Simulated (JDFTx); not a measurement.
# CuO (Pm-3m) in JDFTx: notebook

One crystal, CuO, is run at these levels: PBE+U; tasks: single point.

All numbers are computed with JDFTx 1.7.0 (patched build); they aren't measurements. Logs are shortened: lines on timing, memory, paths and dates and some standing lists are left out, and cuts for length are marked. The log counts tension as positive stress, the text compression.

**1. Starting point**

The structure is cubic, space group Pm-3m (No. 221). The conventional cell has a = 2.553 Å, b = 2.553 Å, c = 2.553 Å, α = 90.00°, β = 90.00°, γ = 90.00°. Cu (site symmetry m-3m) has 8 O at 2.21 Å as nearest neighbours. O (site symmetry m-3m) is surrounded by 8 Cu at 2.21 Å.

Measurements of this composition are mostly on another form, of space group No. 15.

**2. Single point, PBE+U**

The input, CuO.in:

```
lattice \
    4.8236215721     0.0000000000     0.0000000000 \
    0.0000000000     4.8236215721     0.0000000000 \
    0.0000000000     0.0000000000     4.8236215721
coords-type Cartesian
ion Cu     0.0000000000     0.0000000000     0.0000000000 1
ion O      2.4118107861     2.4118107861     2.4118107861 1

ion-species pseudo/Cu.upf
ion-species pseudo/O.upf
elec-cutoff 46 368
elec-ex-corr gga-PBE
kpoint-folding 10 10 10
elec-smearing Fermi 0.0018374661
elec-n-bands 19
add-U Cu d 0.220496
electronic-SCF nIterations 100 energyDiffThreshold 1e-09
electronic-minimize nIterations 30 energyDiffThreshold 1e-7
converge-empty-states yes
forces-output-coords Cartesian

dump-name run.$VAR
dump End Ecomponents EigStats BandEigs Kpoints Forces Stress ElecDensity RhoAtom
```

Potentials or basis: PseudoDojo-SR-PBE-0.5-standard with smoothed tails.

Started as:

```bash
jdftx -c 1 -i CuO.in -o CuO.out
```

Log:

```text
*************** JDFTx 1.7.0 (patched build) ***************

Input parsed successfully to the following command list (including defaults):
[... the input with its defaults ...]

---------- Setting up symmetries ----------

Found 48 point-group symmetries of the bravais lattice
Found 48 space-group symmetries with basis
Applied RMS atom displacement 4.33008e-11 bohrs to make symmetries exact.

---------- Initializing the Grid ----------
R =
[      4.82362            0            0  ]
[            0      4.82362            0  ]
[            0            0      4.82362  ]
unit cell volume = 112.233
G =
[    1.30259          0          0  ]
[          0    1.30259          0  ]
[          0          0    1.30259  ]
Minimum fftbox size, Smin = [  44  44  44  ]
Chosen fftbox size, S = [  48  48  48  ]

---------- Initializing tighter grid for wavefunction operations ----------
R =
[      4.82362            0            0  ]
[            0      4.82362            0  ]
[            0            0      4.82362  ]
unit cell volume = 112.233
G =
[    1.30259          0          0  ]
[          0    1.30259          0  ]
[          0          0    1.30259  ]
Minimum fftbox size, Smin = [  32  32  32  ]
Chosen fftbox size, S = [  32  32  32  ]

---------- Exchange Correlation functional ----------
Initalized PBE GGA exchange.
Initalized PBE GGA correlation.

---------- Setting up pseudopotentials ----------
Width of ionic core gaussian charges (only for fluid interactions / plotting) set to 0

Reading pseudopotential file 'pseudo/Cu.upf':
  'Cu' pseudopotential, 'PBE' functional
  Generated using ONCVPSP code by D. R. Hamann
  19 valence electrons, 4 orbitals, 6 projectors, 1001 radial grid points, with lMax = 2
    3S    l: 0   occupation:  2.0   eigenvalue: -4.215294
    3P    l: 1   occupation:  6.0   eigenvalue: -2.651240
    3D    l: 2   occupation: 10.0   eigenvalue: -0.185165
    4S    l: 0   occupation:  1.0   eigenvalue: -0.169411
  Core radius for overlap checks: 1.70 bohrs.

Reading pseudopotential file 'pseudo/O.upf':
  'O' pseudopotential, 'PBE' functional
  Generated using ONCVPSP code by D. R. Hamann
  6 valence electrons, 2 orbitals, 5 projectors, 936 radial grid points, with lMax = 2
    2S    l: 0   occupation:  2.0   eigenvalue: -0.880572
    2P    l: 1   occupation:  4.0   eigenvalue: -0.331869
  Core radius for overlap checks: 1.39 bohrs.

Initialized 2 species with 2 total atoms.

Folded 1 k-points by 10x10x10 to 1000 k-points.

---------- Setting up k-points, bands, fillings ----------
Reduced to 56 k-points under symmetry.
Computing the number of bands and number of electrons
Calculating initial fillings.
nElectrons:  25.000000   nBands: 19   nStates: 56

----- Setting up reduced wavefunction bases (one per k-point) -----
average nbasis = 1673.215 , ideal nbasis = 1672.440

---------- Setting up ewald sum ----------
Optimum gaussian width for ewald sums = 1.714398 bohr.
Real space sum over 1331 unit cells with max indices [  5  5  5  ]
Reciprocal space sum over 2197 terms with max indices [  6  6  6  ]

---------- Allocating electronic variables ----------
Initializing wave functions:  linear combination of atomic orbitals
Note: number of bands (19) exceeds available atomic orbitals (14)
Cu pseudo-atom occupations:   s ( 2 1 )  p ( 6 )  d ( 10 )
O pseudo-atom occupations:   s ( 2 )  p ( 4 )
	FillingsUpdate:  mu: +0.791690429  nElectrons: 25.000000
LCAOMinimize: Iter:   0  F: -201.0067328287120461  |grad|_K:  1.133e-02  alpha:  1.000e+00
	FillingsUpdate:  mu: +0.622100755  nElectrons: 25.000000
LCAOMinimize: Iter:   1  F: -201.2980809863906018  |grad|_K:  5.974e-03  alpha:  3.369e-01  linmin:  1.546e-01  cgtest: -9.161e-01
LCAOMinimize: 	Bad step direction: g.d > 0.
[... 17 lines of inner loops ...]
LCAOMinimize: Iter:   8  F: -201.3967634659388750  |grad|_K:  4.450e-07  alpha:  2.615e-01  linmin:  1.792e-03  cgtest: -1.068e-01
	FillingsUpdate:  mu: +0.566323695  nElectrons: 25.000000
LCAOMinimize: Iter:   9  F: -201.3967634671094515  |grad|_K:  9.807e-08  alpha:  5.944e-01  linmin:  7.159e-03  cgtest: -4.789e-02
LCAOMinimize: Converged (|Delta F|<1.000000e-06 for 2 iters).

-------- Electronic minimization -----------
Will mix electronic density at each iteration.
	FillingsUpdate:  mu: +0.566323695  nElectrons: 25.000000
	FillingsUpdate:  mu: +0.564112449  nElectrons: 25.000000
SCF: Cycle:  0   F: -201.413545310501036   dF: -1.678e-02   |Residual|: 2.988e-02   |deigs|: 1.050e-01
	FillingsUpdate:  mu: +0.562691844  nElectrons: 25.000000
SCF: Cycle:  1   F: -201.414009247335031   dF: -4.639e-04   |Residual|: 2.023e-02   |deigs|: 1.252e-02
	FillingsUpdate:  mu: +0.563488732  nElectrons: 25.000000
SCF: Cycle:  2   F: -201.414448649421189   dF: -4.394e-04   |Residual|: 7.353e-03   |deigs|: 3.595e-03
	FillingsUpdate:  mu: +0.563617119  nElectrons: 25.000000
SCF: Cycle:  3   F: -201.414456256371182   dF: -7.607e-06   |Residual|: 1.513e-03   |deigs|: 6.849e-04
	FillingsUpdate:  mu: +0.563464940  nElectrons: 25.000000
SCF: Cycle:  4   F: -201.414457257260125   dF: -1.001e-06   |Residual|: 6.135e-04   |deigs|: 2.448e-04
	FillingsUpdate:  mu: +0.563334483  nElectrons: 25.000000
SCF: Cycle:  5   F: -201.414457277286260   dF: -2.003e-08   |Residual|: 5.367e-04   |deigs|: 1.906e-04
	FillingsUpdate:  mu: +0.563401100  nElectrons: 25.000000
SCF: Cycle:  6   F: -201.414457409060105   dF: -1.318e-07   |Residual|: 6.272e-05   |deigs|: 1.067e-04
	FillingsUpdate:  mu: +0.563402853  nElectrons: 25.000000
SCF: Cycle:  7   F: -201.414457412514992   dF: -3.455e-09   |Residual|: 3.747e-05   |deigs|: 3.568e-05
	FillingsUpdate:  mu: +0.563407711  nElectrons: 25.000000
SCF: Cycle:  8   F: -201.414457413743037   dF: -1.228e-09   |Residual|: 6.464e-06   |deigs|: 2.348e-05
	FillingsUpdate:  mu: +0.563406585  nElectrons: 25.000000
SCF: Cycle:  9   F: -201.414457413889295   dF: -1.463e-10   |Residual|: 2.475e-06   |deigs|: 2.204e-05
	FillingsUpdate:  mu: +0.563406498  nElectrons: 25.000000
SCF: Cycle: 10   F: -201.414457413907144   dF: -1.785e-11   |Residual|: 1.062e-06   |deigs|: 1.637e-05
SCF: Converged (|Delta E|<1.000000e-09 for 2 iters).

Setting wave functions to eigenvectors of Hamiltonian
Converging empty states (this may take a while): |deigs|: 2.840e-04

# Stress tensor in Cartesian coordinates [Eh/a0^3]:
[ -0.000785531            0            0  ]
[            0 -0.000785531            0  ]
[            0            0 -0.000785531  ]

# Ionic positions in cartesian coordinates:
ion Cu   0.000000000025000   0.000000000025000   0.000000000025000 1
ion O   2.411810786075000   2.411810786075000   2.411810786075000 1

# Forces in Cartesian coordinates:
force Cu   0.000000000000000   0.000000000000000   0.000000000000000 1
force O   0.000000000000000   0.000000000000000   0.000000000000000 1

# Energy components:
   Eewald =     -135.7121906176197967
       EH =       60.1534012079828457
     Eloc =     -165.3923717771532438
      Enl =      -36.1254261581946921
      Exc =      -27.5376319292833678
 Exc_core =        4.6114027076649204
       KE =       98.5611801198328692
        U =        0.0280054727262160
-------------------------------------
     Etot =     -201.4136309740442243
       TS =        0.0008264398629241
-------------------------------------
        F =     -201.4144574139071437

IonicMinimize: Iter:   0  F: -201.414457413907144  |grad|_K:        nan
IonicMinimize: None of the convergence criteria satisfied after 0 iterations.

#--- Lowdin population analysis ---
# oxidation-state Cu +0.885
# oxidation-state O -0.781

Dumping 'run.eigStats' ...
	eMin: -3.505745 at state 5 ( [ +0.000000 +0.000000 +0.500000 ] spin 0 )
	HOMO: +0.563329 at state 54 ( [ +0.400000 +0.500000 +0.500000 ] spin 0 )
	mu  : +0.563406
	LUMO: +0.563796 at state 44 ( [ +0.200000 +0.400000 +0.500000 ] spin 0 )
	eMax: +1.580132 at state 17 ( [ +0.000000 +0.300000 +0.500000 ] spin 0 )
	HOMO-LUMO gap: +0.000468
	Optical gap  : +0.011813 at state 54 ( [ +0.400000 +0.500000 +0.500000 ] spin 0 )
Done!
```

Wall time 59 s (1 thread of Arm Neoverse V1, shared host); peak memory 0.11 GiB.

What came out:

| Property | Result |
| --- | --- |
| Free energy | -5480.7666 eV |
| Pressure | 23.1 GPa |
| Band gap on the k mesh | none (metal or under the smearing width) |
| Loewdin charges | Cu +0.89; O -0.78 e |

Eigenvalues of the final occupation matrices:
| site | spin | trace | eigenvalues |
| --- | --- | --- | --- |
| atom 1 Cu | 1 | 4.87 | 0.96 0.96 0.96 1.00 1.00 |

Caveat: the atomic charges don't sum to the cell's charge; the symmetry found averages the density of an open shell, so the energy may lie above that of the true state; an odd number of electrons without spin polarisation forces a metal; a magnetic or distorted state may lie lower; the run has no spin polarisation, though such a crystal can be magnetic; U without spin polarisation on a metal has little footing.

**3. Single point, PBE+U**

Edit CuO.in of step 2 so:

```diff
@@ -15,3 +15,3 @@
 elec-n-bands 19
-add-U Cu d 0.220496
+add-U Cu d 0.293995
 electronic-SCF nIterations 100 energyDiffThreshold 1e-09
@@ -22,2 +22,2 @@
 dump-name run.$VAR
-dump End Ecomponents EigStats BandEigs Kpoints Forces Stress ElecDensity RhoAtom
+dump End Ecomponents EigStats BandEigs Kpoints Forces Stress ElecDensity RhoAtom Dtot KEdensity
```

Potentials or basis: PseudoDojo-SR-PBE-0.5-standard with smoothed tails.

Started as:

```bash
jdftx -c 1 -i CuO.in -o CuO.out
```

Log:

```text
*************** JDFTx 1.7.0 (patched build) ***************

Input parsed successfully to the following command list (including defaults):
[... the input with its defaults ...]

---------- Setting up symmetries ----------

Found 48 point-group symmetries of the bravais lattice
Found 48 space-group symmetries with basis
Applied RMS atom displacement 4.33008e-11 bohrs to make symmetries exact.

---------- Initializing the Grid ----------
R =
[      4.82362            0            0  ]
[            0      4.82362            0  ]
[            0            0      4.82362  ]
unit cell volume = 112.233
G =
[    1.30259          0          0  ]
[          0    1.30259          0  ]
[          0          0    1.30259  ]
Minimum fftbox size, Smin = [  44  44  44  ]
Chosen fftbox size, S = [  48  48  48  ]

---------- Initializing tighter grid for wavefunction operations ----------
R =
[      4.82362            0            0  ]
[            0      4.82362            0  ]
[            0            0      4.82362  ]
unit cell volume = 112.233
G =
[    1.30259          0          0  ]
[          0    1.30259          0  ]
[          0          0    1.30259  ]
Minimum fftbox size, Smin = [  32  32  32  ]
Chosen fftbox size, S = [  32  32  32  ]

---------- Exchange Correlation functional ----------
Initalized PBE GGA exchange.
Initalized PBE GGA correlation.

---------- Setting up pseudopotentials ----------
[... 65 lines left out ...]
	FillingsUpdate:  mu: +0.555592491  nElectrons: 25.000000
SCF: Cycle:  4   F: -201.405767196765964   dF: -6.031e-07   |Residual|: 4.729e-04   |deigs|: 2.354e-04
	FillingsUpdate:  mu: +0.555523959  nElectrons: 25.000000
SCF: Cycle:  5   F: -201.405767233072822   dF: -3.631e-08   |Residual|: 2.934e-04   |deigs|: 1.369e-04
	FillingsUpdate:  mu: +0.555553376  nElectrons: 25.000000
SCF: Cycle:  6   F: -201.405767270555231   dF: -3.748e-08   |Residual|: 6.726e-05   |deigs|: 9.645e-05
	FillingsUpdate:  mu: +0.555558722  nElectrons: 25.000000
SCF: Cycle:  7   F: -201.405767273651406   dF: -3.096e-09   |Residual|: 1.768e-05   |deigs|: 6.152e-05
	FillingsUpdate:  mu: +0.555560589  nElectrons: 25.000000
SCF: Cycle:  8   F: -201.405767274007104   dF: -3.557e-10   |Residual|: 3.678e-06   |deigs|: 4.137e-05
	FillingsUpdate:  mu: +0.555560660  nElectrons: 25.000000
SCF: Cycle:  9   F: -201.405767274058434   dF: -5.133e-11   |Residual|: 4.735e-06   |deigs|: 3.958e-05
SCF: Converged (|Delta E|<1.000000e-09 for 2 iters).

Setting wave functions to eigenvectors of Hamiltonian
Converging empty states (this may take a while): |deigs|: 3.981e-04

# Stress tensor in Cartesian coordinates [Eh/a0^3]:
[ -0.000834342            0            0  ]
[            0 -0.000834342            0  ]
[            0            0 -0.000834342  ]

# Ionic positions in cartesian coordinates:
ion Cu   0.000000000025000   0.000000000025000   0.000000000025000 1
ion O   2.411810786075000   2.411810786075000   2.411810786075000 1

# Forces in Cartesian coordinates:
force Cu  -0.000000000000000  -0.000000000000000  -0.000000000000000 1
force O   0.000000000000000  -0.000000000000000  -0.000000000000000 1

# Energy components:
   Eewald =     -135.7121906176197967
       EH =       60.2787241016698587
     Eloc =     -165.5449946629091187
      Enl =      -36.1426133540622345
      Exc =      -27.5471752979647597
 Exc_core =        4.6114027076649204
       KE =       98.6196698365085069
        U =        0.0322720707881186
-------------------------------------
     Etot =     -201.4049052159245150
       TS =        0.0008620581339160
-------------------------------------
        F =     -201.4057672740584337

IonicMinimize: Iter:   0  F: -201.405767274058434  |grad|_K:  8.774e-42
IonicMinimize: Converged (|grad|_K<1.000000e-04).

#--- Lowdin population analysis ---
# oxidation-state Cu +0.854
# oxidation-state O -0.755

Dumping 'run.eigStats' ...
	eMin: -3.496584 at state 5 ( [ +0.000000 +0.000000 +0.500000 ] spin 0 )
	HOMO: +0.555159 at state 32 ( [ +0.100000 +0.300000 +0.500000 ] spin 0 )
	mu  : +0.555560
	LUMO: +0.555937 at state 44 ( [ +0.200000 +0.400000 +0.500000 ] spin 0 )
	eMax: +1.580862 at state 17 ( [ +0.000000 +0.300000 +0.500000 ] spin 0 )
	HOMO-LUMO gap: +0.000778
	Optical gap  : +0.012162 at state 54 ( [ +0.400000 +0.500000 +0.500000 ] spin 0 )
Done!
```

Run time: 58 s. Hardware: 1 thread of Arm Neoverse V1, shared host; peak memory 0.11 GiB.

Results:

```
Free energy            : -5480.5301 eV
Pressure               : 24.5 GPa
Band gap on the k mesh : none (metal or under the smearing width)
Loewdin charges        : Cu +0.85; O -0.76 e
```

Eigenvalues of the final occupation matrices:
```
     site  spin  trace               eigenvalues
atom 1 Cu     1   4.89  0.96 0.96 0.96 1.00 1.00
```

Caveat: the symmetry found averages the density of an open shell, so the energy may lie above that of the true state; an odd number of electrons without spin polarisation forces a metal; a magnetic or distorted state may lie lower; the run has no spin polarisation, though such a crystal can be magnetic; U without spin polarisation on a metal has little footing.

**4. The reference run**

An earlier run on the cell as given: functional PBE; potentials or basis PseudoDojo-SR-PBE-0.5-standard with smoothed tails; cutoff 1252 eV; density cutoff 10014 eV; k mesh 10 × 10 × 10; occupations fermi-dirac, width 0.05 eV; no spin polarisation.

* Pressure: 20.5 GPa
* Band gap on the k mesh: none (metal or under the smearing width)
* Loewdin charges: Cu +1.00; O -0.87 e
